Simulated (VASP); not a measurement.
# SnO: forms and broadenings of the independent-particle spectrum

SnO, P4/nmm (no. 129), 4 atoms in the cell. PBE, independent-particle dielectric function; PAW potentials Sn_d, O (PBE set).

## Input

INCAR.step1:
```
EDIFF = 1E-8
ENCUT = 460
ISMEAR = 0
KPAR = 4
LASPH = True
LCHARG = False
LEPSILON = True
LWAVE = False
PREC = Accurate
SIGMA = 0.02
```

INCAR.step2, as INCAR.step1 but for:
```
- LEPSILON = True
- LWAVE = False
+ LWAVE = True
+ NBANDS = 68
```

INCAR.step3:
```
ALGO = None
CSHIFT = 0.1
EDIFF = 1E-7
ENCUT = 460
ISMEAR = 0
ISTART = 1
KPAR = 4
LASPH = True
LCHARG = False
LOPTICS = True
LWAVE = False
NBANDS = 68
NEDOS = 2000
NELM = 1
PREC = Accurate
SIGMA = 0.02
```

INCAR.step4, as INCAR.step3 but for:
```
+ LNABLA = True
```

INCAR.step5, as INCAR.step4 but for:
```
- LNABLA = True
+ IPEAD = 1
+ LPEAD = True
```

INCAR.step6, as INCAR.step5 but for:
```
- IPEAD = 1
+ IPEAD = 3
```

INCAR.step7 changes the same tag again: IPEAD = 4.

INCAR.step8, as INCAR.step7 but for:
```
- CSHIFT = 0.1
- IPEAD = 4
- LPEAD = True
+ CSHIFT = 0.3
```

INCAR.step9, as INCAR.step8 but for:
```
- CSHIFT = 0.3
+ CSHIFT = 0.5
```

INCAR.step10 changes the same tag again: CSHIFT = 0.03.

INCAR.step11, as INCAR.step10 but for:
```
- CSHIFT = 0.03
- ISMEAR = 0
+ CSHIFT = 0.1
+ ISMEAR = -5
```

INCAR.step12, as INCAR.step11 but for:
```
- ISMEAR = -5
- SIGMA = 0.02
+ ISMEAR = 0
+ SIGMA = 0.2
```

INCAR.step13, as INCAR.step12 but for:
```
- SIGMA = 0.2
+ OMEGAMAX = 12
+ SIGMA = 0.02
```

INCAR.step14, as INCAR.step13 but for:
```
- OMEGAMAX = 12
+ OMEGAMAX = 60
```

KPOINTS:
```
k-points
0
Gamma
  6 6 6
```

POSCAR:
```
SnO
1.0
    3.8136952200      0.0000000000      0.0000000000
    0.0000000000      3.8136952200      0.0000000000
    0.0000000000      0.0000000000      4.8869133000
Sn O
2 2
Direct
    0.5000000000      0.0000000000      0.7646261400
    0.0000000000      0.5000000000      0.2353738600
    0.0000000000      0.0000000000      0.0000000000
    0.5000000000      0.5000000000      0.0000000000
```

Commands (each step's output is kept before the next begins):
```
cat potpaw_PBE.64/Sn_d/POTCAR potpaw_PBE.64/O/POTCAR > POTCAR
cp INCAR.step1 INCAR
mpirun -np 4 vasp_std > vasp.out
rm WAVECAR CHG
cp INCAR.step2 INCAR
mpirun -np 4 vasp_std > vasp.out
cp INCAR.step3 INCAR
mpirun -np 4 vasp_std > vasp.out
cp INCAR.step4 INCAR
mpirun -np 4 vasp_std > vasp.out
cp INCAR.step5 INCAR
mpirun -np 4 vasp_std > vasp.out
cp INCAR.step6 INCAR
mpirun -np 4 vasp_std > vasp.out
cp INCAR.step7 INCAR
mpirun -np 4 vasp_std > vasp.out
cp INCAR.step8 INCAR
mpirun -np 4 vasp_std > vasp.out
cp INCAR.step9 INCAR
mpirun -np 4 vasp_std > vasp.out
cp INCAR.step10 INCAR
mpirun -np 4 vasp_std > vasp.out
cp INCAR.step11 INCAR
mpirun -np 4 vasp_std > vasp.out
cp INCAR.step12 INCAR
mpirun -np 4 vasp_std > vasp.out
cp INCAR.step13 INCAR
mpirun -np 4 vasp_std > vasp.out
cp INCAR.step14 INCAR
mpirun -np 4 vasp_std > vasp.out
```

## Result

- Direct gap on the mesh (eV): 2.03
- Gap on the mesh (eV): 0.16
- Bands: 68

One ground state, settings moved in the last step alone:

| Settings | ε at zero frequency | Mean energy of the absorption, weighted by Im ε (eV) | Time (s) |
|---|---|---|---|
| longitudinal form, CSHIFT 0.1 | 8.17 | 6.86 | 7 |
| transversal form (LNABLA) | 8.10 | 6.80 | 6 |
| finite differences (LPEAD), order 1 | 7.76 | 7.02 | 11 |
| finite differences (LPEAD), order 3 | 8.07 | 6.89 | 23 |
| finite differences (LPEAD), order 4 | 8.08 | 6.88 | 24 |
| CSHIFT 0.3 | 8.13 | 6.95 | 7 |
| CSHIFT 0.5 | 8.05 | 7.04 | 7 |
| CSHIFT 0.03 | 8.17 | 6.80 | 8 |
| tetrahedron method | 7.81 | 6.99 | 9 |
| SIGMA 0.2 | 8.08 | 6.89 | 8 |
| OMEGAMAX 12, which cuts the spectrum short | 7.69 | – | 7 |
| OMEGAMAX 60 | 8.17 | 6.86 | 7 |

The mean energy covers the spectrum up to 20 eV.

On the same mesh, density-functional perturbation theory with local fields gives ε = 7.76.

Limits: The 6×6×6 mesh is coarse for a spectrum: peaks stand apart that a denser mesh merges, and ε at zero frequency can be far too high; spin-orbit coupling is left out, which can matter with atoms this heavy.

VASP 6.6.1 took 426 s on 4 cores (Intel Xeon Platinum 8259CL @ 2.50GHz (Skylake/Cascade Lake)), a shared host.
